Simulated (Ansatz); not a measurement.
Crystal: Sc.

```
Sc
1.0
     3.30900    0.00000    0.00000
    -1.65450    2.86568    0.00000
     0.00000    0.00000    5.27330
Sc
2
Cartesian
  1.6545 0.9552 3.9550
  0.0000 1.9105 1.3183
```

| Property | Result |
| --- | --- |
| Program | Ansatz 0.2.0 |
| Task | relaxation of cell and atoms |
| Functional | PBEsol |
| Potentials or basis | Ansatz PAW |
| Cutoff | 420 eV (not typed: the program's choice for these potentials) |
| k mesh | 9 × 9 × 5 |
| Occupations | fermi-dirac, width 0.05 eV |
| Spin | no spin polarisation |

At the start: volume 25.00 Å³/atom.

How do energy, volume and symmetry change on relaxing?

It ends after 5 steps and the volume is 23.67 Å³/atom (-5.3 %); space group P6_3/mmc (No. 194, to 0.05 Å).

The path:
| step | energy change (eV) | largest force (eV/Å) | volume (Å³) |
| --- | --- | --- | --- |
| 1 | 0.0000 | 0.0000 | 50.00 |
| 2 | -0.0271 | 0.0000 | 46.80 |
| 3 | -0.0286 | 0.0000 | 47.34 |
| 4 | -0.0286 | 0.0000 | 47.34 |
| 5 | -0.0284 | 0.0000 | 47.34 |

Final structure:
```
CELL_PARAMETERS angstrom
3.27593 0.00000 0.00000
-1.63796 2.83704 0.00000
0.00000 0.00000 5.09380
ATOMIC_POSITIONS crystal
Sc 0.66667 0.33333 0.75000
Sc 0.33333 0.66667 0.25000
```

Caveat: the plane-wave basis is chosen anew once the cell has moved, so the energies of steps on either side of that aren't comparable; the PAW data sets come from PBE, with cores solved anew for the run's functional, which leaves a small shift of forces and pressure.
